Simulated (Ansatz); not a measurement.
BeSe (F-43m) from a database structure (r2SCAN geometry), in Ansatz:

Space group F-43m (No. 216). a = 5.162 Å, b = 5.162 Å, c = 5.162 Å, α = 90.00°, β = 90.00°, γ = 90.00°

| atom | site | symmetry | x | y | z |
| --- | --- | --- | --- | --- | --- |
| Be | 4a | -43m | 0.0000 | 0.0000 | 0.0000 |
| Se | 4d | -43m | 0.2500 | 0.2500 | 0.7500 |

G0W0@PBE with 254 empty bands, a screening cutoff of 220 eV and a 6×6×6 mesh (PAW, contour deformation) gives 3.896 eV over the mesh points, from a PBE gap of 2.654 eV; it sums over 263 bands with 259 plane waves in the screening and a wave cutoff of 420 eV. No extrapolation in bands, cutoff or mesh was made for G0W0. The values are computed, spin-unpolarised, and not measurements.

Question: Estimate the gap with frequency model Godby-Needs pole.

Answer: 3.832 eV (-0.064 eV), from a Kohn-Sham gap of 2.654 eV.

Question: Estimate the gap with starting point r2SCAN.

Answer: 4.088 eV (+0.192 eV), from a Kohn-Sham gap of 3.124 eV.

Question: Estimate the gap with empty bands 102, screening cutoff 120 eV.

Answer: 3.752 eV (-0.144 eV), from a Kohn-Sham gap of 2.654 eV.

Question: Estimate the gap with starting point HSE06.

Answer: 4.240 eV (+0.344 eV), from a Kohn-Sham gap of 3.489 eV.

The runs are scalar-relativistic, without spin-orbit coupling.
